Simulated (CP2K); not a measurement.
BN:

```xyz
2
Lattice="2.5640 0.0000 0.0000 1.2820 2.2205 0.0000 1.2820 0.7402 2.0935" Properties=species:S:1:pos:R:3 pbc="T T T"
N     1.2820    0.7402    0.5234
B     0.0000    0.0000    0.0000
```

The cell is a database's computed one.

Base run:

| Quantity | Value |
| --- | --- |
| Program | CP2K 2026.2 |
| Functional | PBE |
| Potentials or basis | POTENTIAL_UZH N GTH-PBE-q5, B GTH-PBE-q3; TZVP-MOLOPT-PBE-GTH basis |
| Density cutoff | 6123 eV |
| k mesh | 13 × 13 × 13 |
| Occupations | fermi-dirac, width 0.05 eV |
| Spin | no spin polarisation |

Its results: band gap on the k mesh 4.55 eV, indirect (least direct gap 8.74 eV); pressure 0.6 GPa.

Task: The run is repeated on the same cell with these changes: functional from PBE to PBEsol; ngrids from 5 to 4. What comes out?

Result: Band gap on the k mesh 4.33 eV, indirect (least direct gap 8.68 eV); pressure -2.6 GPa.

Caveats: the basis of atomic orbitals isn't converged, which shifts pressures, moduli and gaps; the potentials were made for another functional, which shifts forces and pressure (some runs).

A k mesh can miss the band edges.

Not every run made on this cell is shown here.
